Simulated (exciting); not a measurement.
# Pd (Fm-3m) in exciting: settings compared

Aim: see how the results for Pd move with the level of theory and the settings. Levels: BLYP+TS, XPBE. Tasks: band structure.

Program: exciting (release sodium). These are calculated values, not measurements. Logs are shortened: lines on timing, memory, paths and dates and some standing lists are left out, and cuts for length are marked.

## (1) Starting point

Symmetry: Fm-3m, No. 225, cubic system. The conventional cell has a = 3.893 Å, b = 3.893 Å, c = 3.893 Å, α = 90.00°, β = 90.00°, γ = 90.00°. Around Pd (site symmetry m-3m) lie 12 Pd at 2.75 Å.

## (2) Band structure, BLYP+TS (volume scaled by 1.08)

File run_exciting.py:

```python
import subprocess
import xml.etree.ElementTree as ET
from ase.io import read
from ase.units import Bohr

atoms = read("Pd.xyz")
rmt = {'Pd': 2.3}  # bohr
tasks = """
<groundstate do="fromscratch" ngridk="12 12 12" rgkmax="8" gmaxvr="14" lmaxapw="10" lmaxmat="10" lmaxvr="8" stype="Methfessel-Paxton 1" swidth="0.00499791" nempty="12" ValenceRelativity="iora*" epsengy="1e-05" epspot="1e-05" maxscl="60" outputlevel="normal">
  <libxc exchange="XC_GGA_X_B88" correlation="XC_GGA_C_LYP"/>
</groundstate>
<properties>
  <bandstructure>
    <plot1d>
      <path steps="80">
        <point coord="0 0 0" label="G"/>
        <point coord="0.5 0 0.5" label="X"/>
        <point coord="0.5 0.25 0.75" label="W"/>
        <point coord="0.375 0.375 0.75" label="K"/>
        <point coord="0 0 0" label="G"/>
        <point coord="0.5 0.5 0.5" label="L"/>
        <point coord="0.625 0.25 0.625" label="U"/>
        <point coord="0.5 0.25 0.75" label="W"/>
        <point coord="0.5 0.5 0.5" label="L"/>
        <point coord="0.375 0.375 0.75" label="K" breakafter="true"/>
        <point coord="0.625 0.25 0.625" label="U"/>
        <point coord="0.5 0 0.5" label="X"/>
      </path>
    </plot1d>
  </bandstructure>
  <TSvdW/>
</properties>
"""

root = ET.Element("input")
ET.SubElement(root, "title").text = "Pd"
structure = ET.SubElement(root, "structure", speciespath="./", tshift="false")
crystal = ET.SubElement(structure, "crystal", scale="1.0")
for vector in atoms.cell / Bohr:
    ET.SubElement(crystal, "basevect").text = " ".join(f"{x:.12f}" for x in vector)
symbols = atoms.get_chemical_symbols()
for element in dict.fromkeys(symbols):
    species = ET.SubElement(structure, "species", speciesfile=element + ".xml", rmt=str(rmt[element]))
    for symbol, position in zip(symbols, atoms.get_scaled_positions(wrap=False)):
        if symbol == element:
            ET.SubElement(species, "atom", coord=" ".join(f"{x:.12f}" for x in position))
root.extend(ET.fromstring("<tasks>" + tasks + "</tasks>"))
ET.indent(root)
ET.ElementTree(root).write("input.xml")
subprocess.run(["exciting_smp"], check=True)
```

File Pd.xyz:

```xyz
1
Lattice="0.0000000000 1.9970809081 1.9970809081 1.9970809081 0.0000000000 1.9970809081 1.9970809081 1.9970809081 0.0000000000" Properties=species:S:1:pos:R:3 pbc="T T T"
Pd     0.0000000000      0.0000000000      0.0000000000
```

Potentials or basis: all-electron LAPW+lo, shipped species files, valence relativity iora*.

Launch:

```sh
OMP_NUM_THREADS=1 python run_exciting.py
```

Standard output:

```text
================================================================================
EXCITING SODIUM started
[... 10 lines left out ...]

 Lattice vectors (cartesian) :
      0.0000000000      3.7739359674      3.7739359674
      3.7739359674      0.0000000000      3.7739359674
      3.7739359674      3.7739359674      0.0000000000

 Reciprocal lattice vectors (cartesian) :
     -0.8324446097      0.8324446097      0.8324446097
      0.8324446097     -0.8324446097      0.8324446097
      0.8324446097      0.8324446097     -0.8324446097

 Unit cell volume                           :     107.5012656177
 Brillouin zone volume                      :       2.3074166803

 Species :    1 (Pd)
     parameters loaded from                 :    Pd.xml
     name                                   :    palladium
     nuclear charge                         :     -46.00000000
     electronic charge                      :      46.00000000
     atomic mass                            :  193991.79260000
     muffin-tin radius                      :       2.30000000
     # of radial points in muffin-tin       :     350

     atomic positions (lattice) :
       1 :   0.00000000  0.00000000  0.00000000

 Total number of atoms per unit cell        :       1

 Spin treatment                             :    spin-unpolarised

 Number of Bravais lattice symmetries       :      48
 Number of crystal symmetries               :      48

 k-point grid                               :      12   12   12
 Total number of k-points                   :      72
 k-point set is reduced with crystal symmetries

 R^MT_min * |G+k|_max (rgkmax)              :       8.00000000
 Species with R^MT_min                      :       1 (Pd)
 Maximum |G+k| for APW functions            :       3.47826087
 Maximum |G| for potential and density      :      14.00000000

 G-vector grid sizes                        :      24    24    24
 Total number of G-vectors                  :    4957

 Maximum angular momentum used for
     APW functions                          :      10
     computing H and O matrix elements      :      10
     potential and density                  :       8
     inner part of muffin-tin               :       2

 Total nuclear charge                       :     -46.00000000
 Total electronic charge                    :      46.00000000
 Total core charge                          :      28.00000000
 Total valence charge                       :      18.00000000

 Number of empty states                     :      12
 Total number of valence states             :      22

 Maximum Hamiltonian size                   :      97
 Maximum number of plane-waves              :      84
 Total number of local-orbitals             :      13

 Exchange-correlation type                  :     100
     libxc; exchange: Becke 88; correlation: Lee, Yang & Parr (see libxc for references)

 Smearing scheme                            :    Methfessel-Paxton order 1, Phys. Rev. B 40, 3616 (1989)
 Smearing width                             :       0.00499791

 Using multisecant Broyden potential mixing
[... 16 lines left out ...]
+ SCF iteration number :    1                                                  +
++++++++++++++++++++++++++++++++++++++++++++++++++++++++++++++++++++++++++++++++
 Total energy                               :     -5032.37144615
 _______________________________________________________________
 Fermi energy                               :         0.39388709
 Kinetic energy                             :      5280.89503921
 Coulomb energy                             :    -10168.97691100
 Exchange energy                            :      -141.94237222
 Correlation energy                         :        -2.34720214

 DOS at Fermi energy (states/Ha/cell)       :        69.80040600

 Electron charges :
     core                                   :        28.00000000
     core leakage                           :         0.00000008
     valence                                :        18.00000000
     interstitial                           :         2.05799742
     charge in muffin-tin spheres :
                  atom     1    Pd          :        43.94200258
     total charge in muffin-tins            :        43.94200258
     total charge                           :        46.00000000

++++++++++++++++++++++++++++++++++++++++++++++++++++++++++++++++++++++++++++++++
+ SCF iteration number :    2                                                  +
++++++++++++++++++++++++++++++++++++++++++++++++++++++++++++++++++++++++++++++++
 Total energy                               :     -5044.18320875
 _______________________________________________________________
 Fermi energy                               :         0.34662704
 Kinetic energy                             :      5274.20791524
 Coulomb energy                             :    -10173.75221230
 Exchange energy                            :      -142.28862477
 Correlation energy                         :        -2.35028693

 DOS at Fermi energy (states/Ha/cell)       :        75.45699513

 Electron charges :
     core                                   :        28.00000000
     core leakage                           :         0.00000007
     valence                                :        18.00000000
     interstitial                           :         1.84112495
     charge in muffin-tin spheres :
                  atom     1    Pd          :        44.15887505
     total charge in muffin-tins            :        44.15887505
     total charge                           :        46.00000000

 RMS change in effective potential (target) :  0.491526E-01  ( 0.100000E-04)
 Absolute change in total energy   (target) :   11.8118      ( 0.100000E-04)
 Charge distance                   (target) :  0.136048E-01  ( 0.100000E-04)

++++++++++++++++++++++++++++++++++++++++++++++++++++++++++++++++++++++++++++++++
+ SCF iteration number :    3                                                  +
++++++++++++++++++++++++++++++++++++++++++++++++++++++++++++++++++++++++++++++++
 Total energy                               :     -5047.26056322
 _______________________________________________________________
 Fermi energy                               :         0.32856600
 Kinetic energy                             :      5272.19725795
 Coulomb energy                             :    -10174.72642198
 Exchange energy                            :      -142.38027189
 Correlation energy                         :        -2.35112729

 DOS at Fermi energy (states/Ha/cell)       :        75.75624826

 Electron charges :
     core                                   :        28.00000000
     core leakage                           :         0.00000007
     valence                                :        18.00000000
     interstitial                           :         1.77665507
     charge in muffin-tin spheres :
                  atom     1    Pd          :        44.22334493
     total charge in muffin-tins            :        44.22334493
     total charge                           :        46.00000000
[... 221 lines left out ...]
++++++++++++++++++++++++++++++++++++++++++++++++++++++++++++++++++++++++++++++++
+ SCF iteration number :   12                                                  +
++++++++++++++++++++++++++++++++++++++++++++++++++++++++++++++++++++++++++++++++
 Total energy                               :     -5047.58830554
 _______________________________________________________________
 Fermi energy                               :         0.30648516
 Kinetic energy                             :      5271.26006490
 Coulomb energy                             :    -10174.11422908
 Exchange energy                            :      -142.38288295
 Correlation energy                         :        -2.35125841

 DOS at Fermi energy (states/Ha/cell)       :        78.14383877

 Electron charges :
     core                                   :        28.00000000
     core leakage                           :         0.00000007
     valence                                :        18.00000000
     interstitial                           :         1.75790887
     charge in muffin-tin spheres :
                  atom     1    Pd          :        44.24209113
     total charge in muffin-tins            :        44.24209113
     total charge                           :        46.00000000

 RMS change in effective potential (target) :  0.225741E-07  ( 0.100000E-04)
 Absolute change in total energy   (target) :  0.515419E-05  ( 0.100000E-04)
 Charge distance                   (target) :  0.803092E-08  ( 0.100000E-04)

++++++++++++++++++++++++++++++++++++++++++++++++++++++++++++++++++++++++++++++++
+ SCF iteration number :   13                                                  +
++++++++++++++++++++++++++++++++++++++++++++++++++++++++++++++++++++++++++++++++
 Total energy                               :     -5047.58830975
 _______________________________________________________________
 Fermi energy                               :         0.30648516
 Kinetic energy                             :      5271.26006292
 Coulomb energy                             :    -10174.11423114
 Exchange energy                            :      -142.38288312
 Correlation energy                         :        -2.35125841

 DOS at Fermi energy (states/Ha/cell)       :        78.14382436

 Electron charges :
     core                                   :        28.00000000
     core leakage                           :         0.00000007
     valence                                :        18.00000000
     interstitial                           :         1.75790875
     charge in muffin-tin spheres :
                  atom     1    Pd          :        44.24209125
     total charge in muffin-tins            :        44.24209125
     total charge                           :        46.00000000

 RMS change in effective potential (target) :  0.188322E-07  ( 0.100000E-04)
 Absolute change in total energy   (target) :  0.420973E-05  ( 0.100000E-04)
 Charge distance                   (target) :  0.694800E-08  ( 0.100000E-04)

++++++++++++++++++++++++++++++++++++++++++++++++++++++++++++++++++++++++++++++++
| Convergency criteria checked for the last 2 iterations                       +
| Convergence targets achieved. Performing final SCF iteration                 +
++++++++++++++++++++++++++++++++++++++++++++++++++++++++++++++++++++++++++++++++
 Total energy                               :     -5047.58830665
 _______________________________________________________________
 Fermi energy                               :         0.30648516
 Kinetic energy                             :      5271.26006438
 Coulomb energy                             :    -10174.11422961
 Exchange energy                            :      -142.38288300
 Correlation energy                         :        -2.35125841

 DOS at Fermi energy (states/Ha/cell)       :        78.14383462

 Electron charges :
     core                                   :        28.00000000
     core leakage                           :         0.00000007
     valence                                :        18.00000000
     interstitial                           :         1.75790884
     charge in muffin-tin spheres :
                  atom     1    Pd          :        44.24209116
     total charge in muffin-tins            :        44.24209116
     total charge                           :        46.00000000

++++++++++++++++++++++++++++++++++++++++++++++++++++++++++++++++++++++++++++++++
[... 12 lines left out ...]
| EXCITING SODIUM stopped                                                      =
================================================================================
```

Run time: 28 s. Hardware: 1 thread of Intel Xeon Platinum 8488C (Sapphire Rapids), shared host; peak memory 0.1 GiB.

Results:

```
Band gap on the k mesh                            : none (metal or under the smearing width)
All electrons inside the program's atomic spheres : Pd 44.24 (radii Pd 2.3 bohr)
Dispersion energy per atom                        : -0.263 eV
Density of states at the Fermi level              : 2.87 states/eV per cell
```

Levels at the corners of the path, in eV from the Fermi level:
| point | band 5 | band 6 | band 7 | band 8 | band 9 | band 10 | band 11 | band 12 | band 13 | band 14 |
| --- | --- | --- | --- | --- | --- | --- | --- | --- | --- | --- |
| Γ | -6.38 | -2.48 | -2.48 | -2.48 | -1.08 | -1.08 | 17.42 | 21.54 | 21.54 | 21.54 |
| X | -4.67 | -4.45 | -0.04 | 0.28 | 0.28 | 3.58 | 10.10 | 12.88 | 12.88 | 20.94 |
| W | -3.72 | -2.92 | -2.92 | -1.14 | 0.28 | 8.67 | 8.67 | 9.71 | 11.39 | 25.33 |
| K | -4.11 | -3.58 | -1.65 | -0.81 | -0.12 | 6.95 | 7.83 | 10.33 | 15.37 | 20.12 |
| Γ | -6.38 | -2.48 | -2.48 | -2.48 | -1.08 | -1.08 | 17.42 | 21.54 | 21.54 | 21.54 |
| L | -4.65 | -2.52 | -2.52 | -0.01 | -0.01 | 1.48 | 6.77 | 16.82 | 20.25 | 20.25 |
| U | -4.11 | -3.58 | -1.65 | -0.81 | -0.12 | 6.95 | 7.83 | 10.33 | 15.37 | 20.12 |
| W | -3.72 | -2.92 | -2.92 | -1.14 | 0.28 | 8.67 | 8.67 | 9.71 | 11.39 | 25.33 |
| L | -4.65 | -2.52 | -2.52 | -0.01 | -0.01 | 1.48 | 6.77 | 16.82 | 20.25 | 20.25 |
| K | -4.11 | -3.58 | -1.65 | -0.81 | -0.12 | 6.95 | 7.83 | 10.33 | 15.37 | 20.12 |
| U | -4.11 | -3.58 | -1.65 | -0.81 | -0.12 | 6.95 | 7.83 | 10.33 | 15.37 | 20.12 |
| X | -4.67 | -4.45 | -0.04 | 0.28 | 0.28 | 3.58 | 10.10 | 12.88 | 12.88 | 20.94 |

Caveat: the dispersion energy is computed afterwards and isn't part of the total energy.

## (3) Band structure, XPBE

File input.xml:

```xml
<input>
  <title>Pd</title>
  <structure speciespath="./" tshift="false" cartesian="true">
    <crystal scale="1.88972612463">
      <basevect>0.000000000000 1.946500000000 1.946500000000</basevect>
      <basevect>1.946500000000 0.000000000000 1.946500000000</basevect>
      <basevect>1.946500000000 1.946500000000 0.000000000000</basevect>
    </crystal>
    <species speciesfile="Pd.xml" rmt="1.95">
      <atom coord="0.000000000000 0.000000000000 0.000000000000"/>
    </species>
  </structure>
  <groundstate do="fromscratch" ngridk="12 12 12" rgkmax="8" gmaxvr="14" lmaxapw="12" lmaxmat="12" lmaxvr="12" stype="Gaussian" swidth="0.00036749" nempty="12" ValenceRelativity="iora*" epsengy="1e-05" epspot="1e-05" maxscl="60" outputlevel="high">
    <libxc exchange="XC_GGA_X_XPBE" correlation="XC_GGA_C_XPBE"/>
  </groundstate>
  <properties>
    <bandstructure>
      <plot1d>
        <path steps="120">
          <point coord="0 0 0" label="G"/>
          <point coord="0.5 0 0.5" label="X"/>
          <point coord="0.5 0.25 0.75" label="W"/>
          <point coord="0.375 0.375 0.75" label="K"/>
          <point coord="0 0 0" label="G"/>
          <point coord="0.5 0.5 0.5" label="L"/>
          <point coord="0.625 0.25 0.625" label="U"/>
          <point coord="0.5 0.25 0.75" label="W"/>
          <point coord="0.5 0.5 0.5" label="L"/>
          <point coord="0.375 0.375 0.75" label="K" breakafter="true"/>
          <point coord="0.625 0.25 0.625" label="U"/>
          <point coord="0.5 0 0.5" label="X"/>
        </path>
      </plot1d>
    </bandstructure>
  </properties>
</input>
```

Potentials or basis: all-electron LAPW+lo, shipped species files, valence relativity iora*.

Launch:

```sh
OMP_NUM_THREADS=1 exciting_smp
```

Run time: 47 s. Hardware: 1 thread of Intel Xeon Platinum 8488C (Sapphire Rapids), shared host; peak memory 0.27 GiB.

It converged, with:

- Band gap on the k mesh: none (metal or under the smearing width)
- All electrons inside the program's atomic spheres: Pd 43.05 (radii Pd 1.95 bohr)

Levels at the corners of the path, in eV from the Fermi level:
```csv
point,band 6,band 7,band 8,band 9,band 10,band 11,band 12,band 13
Γ,-2.80,-2.80,-2.80,-1.20,-1.20,17.12,21.87,21.87
X,-5.08,-0.04,0.31,0.31,3.42,10.86,13.27,13.27
W,-3.35,-3.35,-1.30,0.32,8.99,8.99,10.47,11.71
K,-4.12,-1.94,-0.93,-0.14,7.19,8.17,10.92,15.99
Γ,-2.80,-2.80,-2.80,-1.20,-1.20,17.12,21.87,21.87
L,-2.86,-2.86,-0.01,-0.01,1.08,7.39,16.50,21.06
U,-4.12,-1.94,-0.93,-0.14,7.19,8.17,10.92,15.99
W,-3.35,-3.35,-1.30,0.32,8.99,8.99,10.47,11.71
L,-2.86,-2.86,-0.01,-0.01,1.08,7.39,16.50,21.06
K,-4.12,-1.94,-0.93,-0.14,7.19,8.17,10.92,15.99
U,-4.12,-1.94,-0.93,-0.14,7.19,8.17,10.92,15.99
X,-5.08,-0.04,0.31,0.31,3.42,10.86,13.27,13.27
```
